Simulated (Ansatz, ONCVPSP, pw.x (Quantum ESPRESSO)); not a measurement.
pw.x on bcc Co: one setting changed

Potential: optimised norm-conserving Vanderbilt (ONCV), ONCVPSP 4.0.1.1 (patched build), PBEsol; core [Ne], reference 3s2 3p6 3d7.5 4s1.5; waves: 3s+4s: rc 1.35 bohr, ncon 4, nbas 8, qcut 8.2 1/bohr, 2 projectors; 3p: rc 1.15 bohr, ncon 4, nbas 8, qcut 12.8 1/bohr, 1 projector; 3d: rc 1.55 bohr, ncon 5, nbas 10, qcut 10.4 1/bohr, 1 projector; local part: polynomial inside 1.10 bohr (lpopt 5, dvloc0 6 Ha); core correction: Teter function, fcfact 1.5, rcfact 1.4.

The reference run (k-mesh 17³, cutoffs 115/460 Ry, Fermi–Dirac 0.01 Ry, mixing_beta 0.4, conv_thr 1e-9, no spin) gives 4.00 GPa at 10.127 Å³/atom, where all-electron LAPW gives 0.79 GPa. This run, with its own iteration cap, changes k-mesh points per axis to 1, a wrong or extreme entry chosen on purpose.

```
&control
  calculation='scf', prefix='x', pseudo_dir='./', outdir='./tmp', tstress=.true., disk_io='none'
/
&system
  ibrav=0, nat=1, ntyp=1, ecutwfc=115, ecutrho=460, nbnd=17,
  occupations='smearing', smearing='fd', degauss=0.01
/
&electrons
  conv_thr=1e-09, mixing_beta=0.4, electron_maxstep=70
/
ATOMIC_SPECIES
Co 1.0 Co.UPF
CELL_PARAMETERS angstrom
  -1.36293017 1.36293017 1.36293017
  1.36293017 -1.36293017 1.36293017
  1.36293017 1.36293017 -1.36293017
ATOMIC_POSITIONS crystal
Co 0.0000 0.0000 0.0000
K_POINTS automatic
1 1 1 0 0 0
```

```bash
pw.x < Co.scf.in > Co.scf.out
```

Question: How does the run end?

Answer: It converges in 10 iterations; the free energy moves by -8.31 eV/atom and the pressure by -9.91 GPa. The result is not a property of the crystal.

```
Message from routine setup:
     using ibrav=0 with symmetry is DISCOURAGED, use correct ibrav instead
     lattice parameter (alat)  =       4.4610  a.u.
     unit-cell volume          =      68.3404 (a.u.)^3
     number of electrons       =        17.00
     number of Kohn-Sham states=           17
     kinetic-energy cutoff     =     115.0000  Ry
     charge density cutoff     =     460.0000  Ry
     scf convergence threshold =      1.0E-09
     Exchange-correlation= PBESOL
     number of k points=     1  Fermi-Dirac smearing, width (Ry)=  0.0100
     iteration #  1     ecut=   115.00 Ry     beta= 0.40
     total energy              =    -289.32461387 Ry
     estimated scf accuracy    <       0.20745787 Ry
     iteration #  2     ecut=   115.00 Ry     beta= 0.40
     total energy              =    -289.32685754 Ry
     estimated scf accuracy    <       0.04734745 Ry
     iteration #  3     ecut=   115.00 Ry     beta= 0.40
     total energy              =    -289.32588975 Ry
     estimated scf accuracy    <       0.00721269 Ry
     [... 4 iterations left out ...]
     iteration #  8     ecut=   115.00 Ry     beta= 0.40
     total energy              =    -289.32597320 Ry
     estimated scf accuracy    <          1.2E-09 Ry
     iteration #  9     ecut=   115.00 Ry     beta= 0.40
     total energy              =    -289.32597320 Ry
     estimated scf accuracy    <          1.5E-09 Ry
     iteration # 10     ecut=   115.00 Ry     beta= 0.40
     the Fermi energy is    19.1789 ev
!    total energy              =    -289.32597320 Ry
     estimated scf accuracy    <          2.6E-11 Ry
     smearing contrib. (-TS)   =      -0.02283112 Ry
     The total energy is F=E-TS. E is the sum of the following terms:
     one-electron contribution =    -128.54268927 Ry
     hartree contribution      =      75.29610774 Ry
     xc contribution           =     -31.88027891 Ry
     ewald contribution        =    -204.17628165 Ry
     convergence has been achieved in  10 iterations
          total   stress  (Ry/bohr**3)                   (kbar)     P=      -59.08
     Message from routine punch:
     Nothing written, as per user request (disk_io='none')
```

The run took about 1.2 s on one core of a shared host (Intel(R) Xeon(R) Platinum 8488C, 96 threads, 372 GiB, load 61).
